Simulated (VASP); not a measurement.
A run of VASP 6.6.1:

INCAR

```
  ALGO = Fast
  EDIFF = 1E-6
  ENCUT = 520
  GGA = PE
  ISIF = 2
  ISMEAR = 0
  LASPH = True
  LCHARG = True
  LELF = True
  LREAL = False
  LVHAR = True
  LWAVE = False
  NBANDS = 15
  NELM = 100
  PREC = Accurate
  SIGMA = 0.01
```

KPOINTS

```
k-points
0
Gamma
  6 6 6
```

The input POSCAR:

```
SrO
1.0
    0.0000000000      2.7922805169      2.7922805169
    2.7922805169      0.0000000000      2.7922805169
    2.7922805169      2.7922805169      0.0000000000
Sr O
1 1
Direct
    0.0000000000      0.0000000000      0.0000000000
    0.2500000000      0.2500000000      0.2500000000
```

Potentials or basis: VASP PAW PBE potentials, release 64 (Sr_sv, O).

The run is started by

```console
$ cat potpaw_PBE.64/Sr_sv/POTCAR potpaw_PBE.64/O/POTCAR > POTCAR
$ mpirun -np 1 vasp_std > vasp.out
```

Hardware: 1 thread of Intel(R) Xeon(R) Platinum 8559C (Emerald Rapids), on a shared host.

Task: How long does it take, and how much memory?

Result: Run time: 19 s on 1 thread of Intel(R) Xeon(R) Platinum 8559C (Emerald Rapids), with other jobs on the host, peak memory 0.16 GiB. Counts: scf iterations 19, k points 16.
